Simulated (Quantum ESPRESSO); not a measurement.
## BAs: band structure with RPBE

Crystal: BAs.

```
B As
1.0
     3.23587    0.00000    0.00000
     0.00000    3.23587    0.00000
     0.00000    0.00000    3.23587
B As
1 1
Direct
  0.00000 0.00000 0.00000
  0.50000 0.50000 0.50000
```

The cell was built by a generator and needn't be a form met in nature.

| Quantity | Value |
| --- | --- |
| Program | Quantum ESPRESSO 7.5 |
| Task | band structure |
| Functional | RPBE |
| Potentials or basis | SG15 PBE 1.2 |
| Cutoff | 952 eV |
| Density cutoff | 3810 eV |
| k mesh | 8 × 8 × 8 |
| Occupations | fermi-dirac, width 0.05 eV |
| Spin | no spin polarisation |
| Mixing beta | 0.5 |
| Most SCF iterations | 120 |
| SCF threshold | 4e-10 Ry |

- Pressure: -14.1 GPa
- Band gap on the k mesh: none (metal or under the smearing width)

Levels at the corners of the path, in eV from the Fermi level:
```csv
point,band 2,band 3,band 4,band 5,band 6,band 7
Γ,-2.36,-0.53,-0.53,-0.53,5.99,5.99
X,-8.00,1.95,2.21,2.21,2.50,2.58
M,-4.94,-4.94,-4.88,3.32,3.46,5.51
Γ,-2.36,-0.53,-0.53,-0.53,5.99,5.99
R,-3.10,-2.19,-2.19,-2.19,-0.89,-0.89
X,-8.00,1.95,2.21,2.21,2.50,2.58
M,-4.94,-4.94,-4.88,3.32,3.46,5.51
R,-3.10,-2.19,-2.19,-2.19,-0.89,-0.89
```

Wall time 11 s on 1 thread of Intel(R) Xeon(R) 6975P-C (Granite Rapids), on a shared host, peak memory 0.09 GiB.

Caveat: the potentials were made for another functional, which shifts forces and pressure.
